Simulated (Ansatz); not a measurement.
**NbN: levels along high-symmetry lines**

```
Nb N
1.0
     0.00000    2.19450    2.19450
     2.19450    0.00000    2.19450
     2.19450    2.19450    0.00000
Nb N
1 1
Direct
  0.50000 0.50000 0.50000
  0.00000 0.00000 0.00000
```

Atoms are numbered in the order listed.

The cell is COD entry 1538667, as deposited and not checked against the literature; nothing was relaxed.

Level of theory: DFT, PBEsol, all-electron LAPW, scalar-relativistic (Ansatz 0.2.0).

The runs use a Γ-centred 14×14×14 k mesh, Fermi–Dirac smearing of 0.08 eV, basis error target 1 meV/atom, no spin polarisation.

Points in fractions of the reciprocal vectors of this cell: Γ (0, 0, 0), X (0.5, 0, 0.5), U (0.625, 0.25, 0.625), K (0.375, 0.375, 0.75), L (0.5, 0.5, 0.5), W (0.5, 0.25, 0.75). The path joins them by straight lines in the order Γ–X–U–K–Γ–L–W–X; legs that retrace an earlier one aren't tabulated. Energies are in eV from the Fermi level.

(1) Metal or insulator at this level of theory?

(2) Tabulate bands 17 to 22, counted from the lowest band of the run, along the path.

Answers

(1) No gap opens: metallic or semimetallic.

(2) 
```
k (1/Å)  point  band 17  band 18  band 19  band 20  band 21  band 22
   0.00      Γ    -3.32    -3.32    -2.02    -2.02    -2.02    -0.15
   0.20           -3.67    -3.67    -2.24    -1.43    -1.43    -0.08
   0.41           -4.09    -4.09    -2.81    -0.32    -0.32     0.14
   0.61           -4.32    -4.32    -3.49     0.46     0.87     0.87
   0.82           -4.33    -4.33    -4.15     0.85     1.91     1.91
   1.02           -4.66    -4.21    -4.21     1.23     2.57     2.57
   1.23           -4.99    -4.05    -4.05     1.51     2.83     2.83
   1.43      X    -5.10    -3.98    -3.98     1.62     2.87     2.87
   1.50           -5.16    -4.04    -3.92     1.70     2.85     2.86
   1.58           -5.34    -4.20    -3.74     1.95     2.80     2.81
   1.65           -5.58    -4.44    -3.49     2.32     2.71     2.74
   1.72           -5.83    -4.73    -3.18     2.59     2.65     2.79
   1.79           -5.88    -5.04    -2.81     2.44     2.52     3.32
   1.87           -5.93    -5.35    -2.39     2.26     2.38     3.89
   1.94      U    -5.98    -5.64    -1.91     2.05     2.22     4.16
   2.06           -6.02    -5.83    -1.54     1.61     2.39     4.07
   2.19           -6.07    -6.00    -0.99     1.01     2.56     3.99
   2.31           -6.12    -6.08    -0.35     0.35     2.66     3.94
   2.44           -6.12    -6.08    -0.35     0.35     2.66     3.94
   2.56           -6.07    -6.00    -0.99     1.01     2.56     3.99
   2.69           -6.02    -5.83    -1.54     1.61     2.39     4.07
   2.81      K    -5.98    -5.64    -1.91     2.05     2.22     4.16
   3.03           -6.36    -6.08    -0.29     1.32     1.65     3.75
   3.25           -6.71    -6.04     0.49     0.98     1.20     3.17
   3.47           -6.64    -5.77    -0.32     0.28     1.53     2.53
   3.68           -6.14    -5.27    -1.02    -0.41     0.68     1.69
   3.90           -5.23    -4.55    -1.57    -1.06    -0.51     0.94
   4.12           -4.07    -3.77    -1.90    -1.66    -1.48     0.24
   4.33      Γ    -3.32    -3.32    -2.02    -2.02    -2.02    -0.15
   4.51           -3.79    -3.79    -1.83    -1.83    -1.70     0.38
   4.69           -4.64    -4.64    -1.42    -1.42    -1.25     1.55
   4.86           -5.47    -5.47    -0.82    -0.82    -0.78     2.93
   5.04           -6.16    -6.16    -0.18    -0.09    -0.09     4.32
   5.22           -6.68    -6.68     0.61     0.67     0.67     5.58
   5.40           -6.99    -6.99     1.29     1.29     1.51     5.01
   5.57      L    -7.09    -7.09     1.53     1.53     2.04     4.48
   5.72           -7.04    -7.02     1.28     1.51     1.98     4.78
   5.86           -6.88    -6.83     0.79     1.33     1.97     5.22
   6.01           -6.64    -6.58     0.35     0.93     2.12     5.06
   6.15           -6.36    -6.34     0.05     0.49     2.36     4.57
   6.30           -6.16    -6.13    -0.08     0.15     2.62     4.05
   6.44           -6.06    -6.03    -0.10    -0.04     2.81     3.67
   6.58      W    -6.03    -6.03    -0.09    -0.09     2.88     3.52
   6.69           -6.01    -6.01    -0.80     0.61     2.88     3.47
   6.79           -5.96    -5.94    -1.51     1.25     2.88     3.31
   6.89           -5.82    -5.80    -2.18     1.82     2.88     3.03
   6.99           -5.65    -5.22    -2.81     2.28     2.64     2.88
   7.10           -5.44    -4.63    -3.36     2.18     2.61     2.87
   7.20           -5.21    -4.16    -3.80     1.78     2.81     2.87
   7.30      X    -5.10    -3.98    -3.98     1.62     2.87     2.87
```
